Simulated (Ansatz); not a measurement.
Sn:

```
Sn
1.0
     0.00000    3.23334    3.23334
     3.23334    0.00000    3.23334
     3.23334    3.23334    0.00000
Sn
2
Direct
  0.75000 0.75000 0.75000
  0.50000 0.50000 0.50000
```

This isn't the form of Sn at room conditions, which is tetragonal (white tin).

```yaml
Program: Ansatz 0.2.0
Task: relaxation of cell and atoms
Functional: revPBE
Dispersion: D4
Potentials_or_basis: all-electron LAPW, scalar-relativistic
Basis_error_allowed: 0.001 eV/atom
k_mesh: 7 × 7 × 7
Occupations: fermi-dirac, width 0.05 eV
Spin: no spin polarisation
```

At the start: volume 33.80 Å³/atom.

Task: How do energy, volume and symmetry change on relaxing?

Result: Over 5 steps the energy falls by 10.2 meV/atom and the volume is 35.43 Å³/atom (+4.8 %); space group Fd-3m (No. 227, to 0.05 Å).

The path:
```csv
step,energy change (eV),largest force (eV/Å),volume (Å³)
1,0.0000,0.0000,67.61
2,-0.0144,0.0000,72.78
3,-0.0203,0.0000,71.05
4,-0.0204,0.0000,70.85
5,-0.0204,0.0000,70.85
```

Final structure:
```xyz
2
Lattice="0.0000 3.2843 3.2843 3.2843 0.0000 3.2843 3.2843 3.2843 0.0000" Properties=species:S:1:pos:R:3 pbc="T T T"
Sn    4.9264    4.9264    4.9264
Sn    3.2843    3.2843    3.2843
```
